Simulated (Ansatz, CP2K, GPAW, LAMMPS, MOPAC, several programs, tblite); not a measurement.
# HgSe (F-43m) from semi-empirical methods to plane-wave DFT

A 2-atom cell of HgSe started from a crystallographic database, relaxed with r2SCAN in Ansatz, was computed with several methods. The symmetry is F-43m (No. 216, cubic); a = 6.185 Å in the conventional setting, 29.58 Å³ an atom. Around Hg lie 4 Se at 2.68 Å; around Se lie 4 Hg at 2.68 Å. The values are computed, spin-unpolarised, and not measurements.

```
Hg Se
1.0
     0.00000    3.09267    3.09267
     3.09267    0.00000    3.09267
     3.09267    3.09267    0.00000
Hg Se
1 1
Direct
  0.00000 0.00000 0.00000
  0.25000 0.25000 0.25000
```

Gaps and times are for a single point on this cell; volume and bulk modulus come from each method's own relaxation or energy curve at fixed shape. Times are rough, from shared hosts (Arm Neoverse V1), and each method has its own mesh and cell size. PM6 (MOPAC): levels, charges or heat of formation failed a check of plausibility, so no values are given. A star marks a curve whose lowest point is an end point. PM6 (MOPAC), PM7 (MOPAC), GFN1-xTB (tblite), GFN2-xTB (tblite) treat a cluster of cells at its zone centre, which samples few k points: where these miss a band edge, the gap comes out too large for that reason alone. Gaps from k meshes are read at a limited set of points (mesh, symmetry points, PBE's band edges), so each method's own least gap may be somewhat smaller. Force fields have no electrons; where one was fitted to this phase, its volume and modulus reflect the fit. xTB and the PM methods were fitted mostly to molecules, and can miss a solid's gap by electronvolts. Minimal bases can be far off for gaps. d marks a direct gap, i an indirect one (no mark: not told apart), a dash a value that wasn't computed or didn't pass its checks.

```json
{"method": "CdTeZnSeHgS0.sw (LAMMPS)", "kind": "force field", "gap (eV)": "–", "own volume (Å³/atom)": "28.15", "bulk modulus (GPa)": "52", "atoms computed": "2", "processor time": "0.12 s"}
{"method": "light PBE (260 eV and a coarse mesh)", "kind": "light plane-wave", "gap (eV)": "0", "own volume (Å³/atom)": "–", "bulk modulus (GPa)": "–", "atoms computed": "2", "processor time": "1.5 s"}
{"method": "PM6 (MOPAC)", "kind": "semi-empirical", "gap (eV)": "–", "own volume (Å³/atom)": "–", "bulk modulus (GPa)": "–", "atoms computed": "64", "processor time": "2 s"}
{"method": "GFN1-xTB (tblite)", "kind": "tight binding", "gap (eV)": "0", "own volume (Å³/atom)": "29.25", "bulk modulus (GPa)": "35", "atoms computed": "64", "processor time": "2.1 s"}
{"method": "PM7 (MOPAC)", "kind": "semi-empirical", "gap (eV)": "1.87", "own volume (Å³/atom)": "–", "bulk modulus (GPa)": "–", "atoms computed": "64", "processor time": "2.6 s"}
{"method": "GFN2-xTB (tblite)", "kind": "tight binding", "gap (eV)": "0", "own volume (Å³/atom)": "–", "bulk modulus (GPa)": "–", "atoms computed": "64", "processor time": "4.3 s"}
{"method": "PBE", "kind": "semilocal", "gap (eV)": "0", "own volume (Å³/atom)": "30.70", "bulk modulus (GPa)": "42", "atoms computed": "2", "processor time": "4.9 s"}
{"method": "PBE/single zeta (GPAW)", "kind": "small basis", "gap (eV)": "0", "own volume (Å³/atom)": "–", "bulk modulus (GPa)": "–", "atoms computed": "2", "processor time": "5.5 s"}
{"method": "PBE/SZV (CP2K)", "kind": "small basis", "gap (eV)": "0", "own volume (Å³/atom)": "33.01*", "bulk modulus (GPa)": "42*", "atoms computed": "2", "processor time": "6 s"}
{"method": "r2SCAN", "kind": "semilocal", "gap (eV)": "0", "own volume (Å³/atom)": "29.58", "bulk modulus (GPa)": "50", "atoms computed": "2", "processor time": "13 s"}
{"method": "PBE/DZVP (CP2K)", "kind": "small basis", "gap (eV)": "0", "own volume (Å³/atom)": "31.12", "bulk modulus (GPa)": "42", "atoms computed": "2", "processor time": "16 s"}
```

Volumes against r2SCAN's: CdTeZnSeHgS0.sw (LAMMPS) -4.8 %, GFN1-xTB (tblite) -1.1 %, PBE +3.8 %, PBE/DZVP (CP2K) +5.2 %.

With PBE and r2SCAN the bands overlap or touch, or nearly. Semilocal functionals can close a real gap, so this doesn't show a metal; small gaps of other methods may in turn close between the points read or with spin-orbit coupling, and the solid may be a semimetal.

Spin-orbit coupling is left out; in compounds of Pb, Bi, Tl or Hg it can lower a gap by up to about 1 eV, split its edges or invert the bands.
